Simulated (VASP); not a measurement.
# BAs (F-43m) in VASP: further runs

Runs on BAs. Level: PBE. Tasks: dielectric tensor.

All numbers are computed with VASP 6.6.1; they aren't measurements. Logs are shortened: lines on timing, memory, paths and dates and some standing lists are left out, and cuts for length are marked.

## 1. The structure

Symmetry: F-43m, No. 216, cubic system. The conventional cell has a = 4.777 Å, b = 4.777 Å, c = 4.777 Å, α = 90.00°, β = 90.00°, γ = 90.00°. As (site symmetry -43m) has 4 B at 2.07 Å as nearest neighbours. B (site symmetry -43m) is surrounded by 4 As at 2.07 Å.

## 2. Dielectric tensor, PBE

Input file INCAR:

```
SYSTEM = BAs
ALGO = Normal ; EDIFF = 1E-8
ENCUT = 400 ; GGA = PE
ISIF = 2 ; ISMEAR = 0
LASPH = .True. ; LCHARG = .False.
LEPSILON = .True. ; LREAL = .False.
LWAVE = .False. ; NELM = 100
PREC = Accurate ; SIGMA = 0.01
```

Input file KPOINTS:

```
k-points
0
Gamma
  14 14 14
  0 0 0
```

Input file POSCAR:

```
BAs
1.0
    0.0000000000      2.3885000000      2.3885000000
    2.3885000000      0.0000000000      2.3885000000
    2.3885000000      2.3885000000      0.0000000000
As B
1 1
Direct
    0.7500000000      0.7500000000      0.7500000000
    0.0000000000      0.0000000000      0.0000000000
```

Potentials or basis: VASP PAW PBE potentials, release 64 (As, B).

The run is started by

```sh
$ cat potpaw_PBE.64/As/POTCAR potpaw_PBE.64/B/POTCAR > POTCAR
$ mpirun -np 1 vasp_std > vasp.out
```

OUTCAR:

```text
SYSTEM = BAs
   EDIFF = 1E-8
   ENCUT = 400
   GGA = PE
   ISIF = 2
   ISMEAR = 0
   LASPH = .True.
   LEPSILON = .True.
   LREAL = .False.
   NELM = 100
   PREC = Accurate

 Found    104 irreducible k-points:

 Following reciprocal coordinates:
            Coordinates               Weight
  0.000000  0.000000  0.000000      1.000000
  0.071429  0.000000  0.000000      8.000000
  0.142857  0.000000  0.000000      8.000000
  0.214286  0.000000  0.000000      8.000000
  0.285714  0.000000  0.000000      8.000000
  0.357143  0.000000  0.000000      8.000000
   k-points           NKPTS =    104   k-points in BZ     NKDIM =    104   number of bands    NBANDS=      8
   number of dos      NEDOS =    301   number of ions     NIONS =      2
   total plane-waves  NPLWV =  13824
   dimension x,y,z NGX =    24 NGY =   24 NGZ =   24
   dimension x,y,z NGXF=    48 NGYF=   48 NGZF=   48
   ions per type =               1   1
   NGX,Y,Z   is equivalent  to a cutoff of  11.81, 11.81, 11.81 a.u.
   NGXF,Y,Z  is equivalent  to a cutoff of  23.62, 23.62, 23.62 a.u.
 SYSTEM =  BAs
   PREC   = accura    normal or accurate (medium, high low for compatibility)
   ISTART =      0    job   : 0-new  1-cont  2-samecut
   ICHARG =      2    charge: 1-file 2-atom 10-const
   ISPIN  =      1    spin polarized calculation?
   LNONCOLLINEAR =      F non collinear calculations
   LSORBIT =      F    spin-orbit coupling
   LASPH  =      T    aspherical Exc in radial PAW
   ENCUT  =  400.0 eV  29.40 Ry    5.42 a.u.   5.51  5.51  5.51*2*pi/ulx,y,z
   NELM   =    100;   NELMIN=  2; NELMDL= -5     # of ELM steps
   EDIFF  = 0.1E-07   stopping-criterion for ELM
   LREAL  =      F    real-space projection
   EDIFFG = 0.1E-06   stopping-criterion for IOM
   NSW    =      0    number of steps for IOM
   IBRION =     -1    ionic relax: 0-MD 1-quasi-New 2-CG
   NFREE  =      0    steps in history (QN), initial steepest desc. (CG)
   ISIF   =      2    stress and relaxation
   ISYM   =      2    0-nonsym 1-usesym 2-fastsym
   POTIM  = 0.5000    time-step for ionic-motion
   TEBEG  =    0.0;   TEEND  =   0.0 temperature during run
   PSTRESS=    0.0 pullay stress
   NELECT =       8.0000    total number of electrons
   NUPDOWN=      -1.0000    fix difference up-down
   EMIN   =  10.00;   EMAX   =-10.00  energy-range for DOS
   EFERMI =   0.00;   METHOD = LEGACY
   ISMEAR =     0;   SIGMA  =   0.01  broadening in eV -4-tet -1-fermi 0-gaus
   EFERMI_NEDOS =   21; number of points for ismear=-14 and -15
   IALGO  =     38    algorithm
   IMIX   =      4    mixing-type and parameters
     AMIX     =   0.40;   BMIX     =  1.00
     AMIX_MAG =   1.60;   BMIX_MAG =  1.00
  volume/ion in A,a.u.               =      13.63        91.95
  Fermi-wavevector in a.u.,A,eV,Ry     =   1.088018  2.056057 16.106360  1.183784
  Thomas-Fermi vector in A             =   2.224191
   LORBIT       =      0    0 simple, 1 ext, 2 COOP (PROOUT), +10 PAW based schemes
   GGA     = PE    functional components
   LHFCALC =     F    Hartree Fock is set to
   AEXX    =    0.0000 exact exchange contribution
   IVDW    =     0    specifies the selected vdW correction
   LEPSILON=     T    determine dielectric tensor
   LRPA    =     F    only Hartree local field effects (RPA)
 non-spin polarized calculation
 Gauss-broadening in eV      SIGMA  =   0.01
  energy-cutoff  :      400.00
  volume of cell :       27.25
 maximum number of plane-waves:       531
 NGX is ok and might be reduce to    24
   NGX = 11   NGY = 11   NGZ = 11

--------------------------------------- Ionic step        1  -------------------------------------------

 number of electron       7.9999999 magnetization

 E-fermi :   6.1764     XC(G=0): -10.5844

 val. band max:        6.1261590017   @ k =   0.0000   0.0000   0.0000
 cond. band min:       7.3230957146   @ k =   0.4286   0.4286   0.0000
 fundamental gap:      1.1969367129
 Fermi energy:         6.1763707071

 k-point     1 :       0.0000    0.0000    0.0000
  band No.  band energies     occupation
      1      -9.2751      2.00000
      2       6.1262      2.00000
      3       6.1262      2.00000
      4       6.1262      2.00000
      5       9.4027      0.00000
      6       9.4027      0.00000
      7       9.4027      0.00000
      8      10.8132      0.00000

 k-point     2 :       0.0714    0.0000    0.0000
  band No.  band energies     occupation
      1      -9.1912      2.00000
      2       5.3251      2.00000
      3       5.9609      2.00000
      4       5.9609      2.00000
      5       9.5417      0.00000
      6       9.6198      0.00000
      7       9.6198      0.00000
      8      11.2795      0.00000

 k-point     3 :       0.1429    0.0000    0.0000
  band No.  band energies     occupation
      1      -8.9414      2.00000
      2       3.7396      2.00000
      3       5.5847      2.00000
      4       5.5847      2.00000
      5       9.4858      0.00000
      6      10.1131      0.00000
      7      10.1131      0.00000
      8      12.3820      0.00000

 k-point     4 :       0.2143    0.0000    0.0000
  band No.  band energies     occupation
      1      -8.5328      2.00000
      2       2.0243      2.00000
      3       5.1689      2.00000
      4       5.1689      2.00000
      5       9.2939      0.00000
      6      10.6031      0.00000
      7      10.6031      0.00000
      8      13.5256      0.00000

 k-point     5 :       0.2857    0.0000    0.0000
  band No.  band energies     occupation
      1      -7.9826      2.00000
      2       0.3832      2.00000
      3       4.8045      2.00000
      4       4.8045      2.00000
      5       9.0980      0.00000
      6      10.8908      0.00000
      7      10.8908      0.00000
      8      14.4394      0.00000

 k-point     6 :       0.3571    0.0000    0.0000
  band No.  band energies     occupation
      1      -7.3336      2.00000
      2      -1.0731      2.00000
      3       4.5300      2.00000
      4       4.5300      2.00000
      5       8.9449      0.00000
      6      10.9599      0.00000
      7      10.9599      0.00000
      8      14.9081      0.00000

 [... further k-points ...]

  FORCE on cell =-STRESS in cart. coord.  units (eV):
  Direction    XX          YY          ZZ          XY          YZ          ZX
  --------------------------------------------------------------------------------------
  -------------------------------------------------------------------------------------
  Total        0.5831791      0.5831791      0.5831791      0.0000000     -0.0000000     -0.0000000
  in kB       34.2852064     34.2852064     34.2852064      0.0000000     -0.0000000     -0.0000000
  external PRESSURE =      34.2852064 kB  Pullay stress =       0.0000000 kB

 VOLUME and BASIS-vectors are now :
 -----------------------------------------------------------------------------
  energy-cutoff  :      400.00
  volume of cell :       27.25
      direct lattice vectors                 reciprocal lattice vectors
     0.000000000  2.388500000  2.388500000    -0.209336404  0.209336404  0.209336404
     2.388500000  0.000000000  2.388500000     0.209336404 -0.209336404  0.209336404
     2.388500000  2.388500000  0.000000000     0.209336404  0.209336404 -0.209336404

 POSITION                                       TOTAL-FORCE (eV/Angst)
 -----------------------------------------------------------------------------------
      3.58275      3.58275      3.58275         0.000000      0.000000      0.000000
      0.00000      0.00000      0.00000        -0.000000     -0.000000     -0.000000
 -----------------------------------------------------------------------------------
    total drift:                               -0.000000     -0.000000     -0.000000

  FREE ENERGIE OF THE ION-ELECTRON SYSTEM (eV)
  ---------------------------------------------------
  free  energy   TOTEN  =       -11.4062399580 eV

  energy  without entropy=      -11.4062399580  energy(sigma->0) =      -11.40623996

 HEAD OF MICROSCOPIC STATIC DIELECTRIC TENSOR (INDEPENDENT PARTICLE, excluding Hartree and local field effects)
 ------------------------------------------------------
          10.059700     0.000000     0.000000
           0.000000    10.059700     0.000000
          -0.000000    -0.000000    10.059700
 ------------------------------------------------------

 Free energy of the ion-electron system (eV)
  ---------------------------------------------------
  ---------------------------------------------------
  free energy    TOTEN  =        -0.71371823 eV

  energy without entropy =       -0.71371823

------------------------ aborting loop because EDIFF is reached ----------------------------------------

--------------------------------------- Ionic step        2  -------------------------------------------

------------------------ aborting loop because EDIFF is reached ----------------------------------------

--------------------------------------- Ionic step        3  -------------------------------------------

 Free energy of the ion-electron system (eV)
  ---------------------------------------------------
  ---------------------------------------------------
  free energy    TOTEN  =        -0.71371809 eV

  energy without entropy =       -0.71371809

------------------------ aborting loop because EDIFF is reached ----------------------------------------

 PIEZOELECTRIC TENSOR FIELD DIRECTION 3  (e Angst)
 -----------------------------------------------------------------------------
    -0.00056 -0.16294  0.00000           ( -0.00000 -0.09734  0.00000)
    -0.16294 -0.00056  0.00000           ( -0.09734 -0.00000  0.00000)
     0.00000  0.00000  0.00022           (  0.00000  0.00000 -0.00000)

 PIEZOELECTRIC TENSOR FIELD DIRECTION 3  (C/m^2)
 -----------------------------------------------------------------------------
    -0.00033 -0.09579  0.00000
    -0.09579 -0.00033  0.00000
     0.00000  0.00000  0.00013

 MACROSCOPIC STATIC DIELECTRIC TENSOR (including local field effects in DFT)
 ------------------------------------------------------
           9.765145    -0.000000     0.000000
          -0.000000     9.765145    -0.000000
           0.000000    -0.000000     9.765145
 ------------------------------------------------------

 PIEZOELECTRIC TENSOR (including local field effects)  for field in x, y, z        (e  Angst)
          XX          YY          ZZ          XY          YZ          ZX
  --------------------------------------------------------------------------------
  x     0.00000    -0.00000    -0.00000     0.00000    -0.15919     0.00000
  y    -0.00000    -0.00000    -0.00000     0.00000     0.00000    -0.15919
  z    -0.00000    -0.00000     0.00000    -0.15919     0.00000     0.00000

 PIEZOELECTRIC TENSOR (including local field effects)  for field in x, y, z        (C/m^2)
          XX          YY          ZZ          XY          YZ          ZX
  --------------------------------------------------------------------------------
  x     0.00000    -0.00000    -0.00000     0.00000    -0.09359     0.00000
  y    -0.00000    -0.00000    -0.00000     0.00000     0.00000    -0.09359
  z    -0.00000    -0.00000     0.00000    -0.09359     0.00000     0.00000

 BORN EFFECTIVE CHARGES (including local field effects) (in |e|, cummulative output)
 ---------------------------------------------------------------------------------
 ion    1
    1     0.53087     0.00000    -0.00000
    2    -0.00000     0.53087     0.00000
    3     0.00000    -0.00000     0.53087
 ion    2
    1    -0.53087     0.00000     0.00000
    2     0.00000    -0.53087     0.00000
    3     0.00000     0.00000    -0.53087
```

Run time: 83 s. Hardware: 1 thread of Intel Xeon 6975P-C (Granite Rapids), shared host; peak memory 0.3 GiB.

These settings aren't checked as converged: the numbers below hold their error.

What came out:

* Band gap on the k mesh: 1.20 eV, indirect (least direct gap 3.28 eV)
* Electronic dielectric tensor (diagonal): 9.77
* Born charges (mean of the diagonal): As +0.53; B -0.53 e

(Part 1 of 3 ends here.)
